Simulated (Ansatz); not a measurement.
**Ru: a prediction, then the measurements**

These are results of Ansatz, DFT r2SCAN, scalar-relativistic, plane waves, PAW, not measurements.

Settings: cutoff 500 eV, Γ-centred mesh 18×18×10 on the computed 2-atom cell, Gaussian smearing of 0.10 eV; no spin polarisation.

Relaxed structure, symmetry kept:

```
Ru
1.0
     2.70235    0.00000    0.00000
    -1.35117    2.34030    0.00000
     0.00000    0.00000    4.26597
Ru
2
Direct
  0.33333 0.66667 0.25000
  0.66667 0.33333 0.75000
```

* Space group: P6_3/mmc (No. 194)
* Volume per atom: 91.0 bohr³
* Formation energy from the elements' standard states (uncorrected): +0.003 eV/atom
* Generalised Kohn–Sham band gap: none (metal)
* Density of states at the Fermi level: 1.58 states/eV per cell
* Löwdin character within 0.5 eV of the Fermi level: Ru 4d 94 %
* Bulk modulus: 337 GPa
* Its pressure derivative: 4.8
* Bader charges (e): Ru (2 in the cell) 0.00

**Measured values to compare with.**

“A solution for 4-propylguaiacol hydrodeoxygenation without ring saturation”, 2024, pmc:11283461 quotes, for a bulk crystal of Ru: lattice constant a 2.706 Å.

From a printed reference work, data compilation, for a bulk crystal of Ru at 293.15 K: lattice constant c 4.28168 Å.

A measured lattice constant a of Ru is 2.706 Å (quoted in the paper above); the calculated 2.702 Å misses it by -0.1 %. Against the measured lattice constant c of Ru, 4.28168 Å (293.15 K; a printed reference work, data compilation), the calculated 4.266 Å is off by -0.4 %. The calculation is for 0 K without zero-point motion.